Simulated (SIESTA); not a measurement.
The system is Mo.

```
CELL_PARAMETERS angstrom
-1.58381 1.58381 1.58381
1.58381 -1.58381 1.58381
1.58381 1.58381 -1.58381
ATOMIC_POSITIONS crystal
Mo 0.00000 0.00000 0.00000
```

Base run:

- Program: SIESTA 5.4.2
- Functional: PBE
- Potentials or basis: PseudoDojo 0.4 standard (PBE files)
- Basis: DZP (energy shift 0.003 Ry; two zetas on semicore shells)
- Grid cutoff: 800 Ry
- Energy shift: 0.003 Ry
- k mesh: 12 × 12 × 12
- Occupations: fermi-dirac, width 0.05 eV
- Spin: no spin polarisation

Its results: band gap on the k mesh none (metal or under the smearing width); pressure 1.0 GPa.

Task: The run is repeated on the same cell with these changes: functional from PBE to PBEsol; potentials or basis from PseudoDojo 0.4 standard (PBE files) to PseudoDojo 0.4 standard (PBEsol files). What comes out?

Result: Band gap on the k mesh none (metal or under the smearing width); pressure -6.6 GPa.

Caveats: the basis of atomic orbitals isn't converged, which shifts pressures, moduli and gaps.
